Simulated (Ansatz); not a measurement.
Rigid cleavage in C

Computed with Ansatz 0.2.0, DFT LDA, scalar-relativistic, plane waves, PAW. Cutoff 420 eV, Γ-centred 7×24×6 k-points, Gaussian smearing of 0.15 eV. No spin polarisation. Energies are free energies at this smearing, counted from the undisturbed cell; pressure is positive in compression.

The starting cell (relaxed at this level; this form isn't the usual structure):

```xyz
10
Lattice="-1.2224 -2.1172 8.5258 1.2224 -2.1172 0.0000 8.5567 6.3517 0.0000" Properties=species:S:1:pos:R:3 pbc="T T T"
C     8.9235    5.0108    0.0000
C     1.5891    0.7763    0.0000
C     4.0339    0.7763    0.0000
C     5.2563    2.8936    0.0000
C     7.7011    2.8936    0.0000
C     0.3667    0.0706    0.0000
C     2.8115    0.0706    0.0000
C     4.0339    2.1878    0.0000
C     6.4787    2.1878    0.0000
C     7.7011    4.3051    0.0000
```

The cell holds layers and no dispersion correction was added, so their binding is poorly described.

The cut lies on the cell's a–b face, a (1 0 1) plane (indices in the standard cell, whose axes needn't be the Cartesian ones shown) of area 21.48 Å², between layers 0.68 Å apart. Vector c is lengthened by d along the normal with the atoms' Cartesian places fixed: one unrelaxed cut a cell. The cell is metallic on the mesh throughout.

```tsv
d (Å)	energy (J/m²)
0.00	0.00
0.50	2.81
1.00	6.74
2.00	7.66
3.00	7.61
6.00	7.61
```

Predict the traction dE/dd (GPa) at each point.

```csv
d (Å),traction dE/dd (GPa)
0.00,0.0
0.50,90.1
1.00,57.2
2.00,-2.2
3.00,0.1
6.00,0.0
```

Cost: 6 runs of about 27 core-minutes in all, on Arm Neoverse V1 (shared hosts).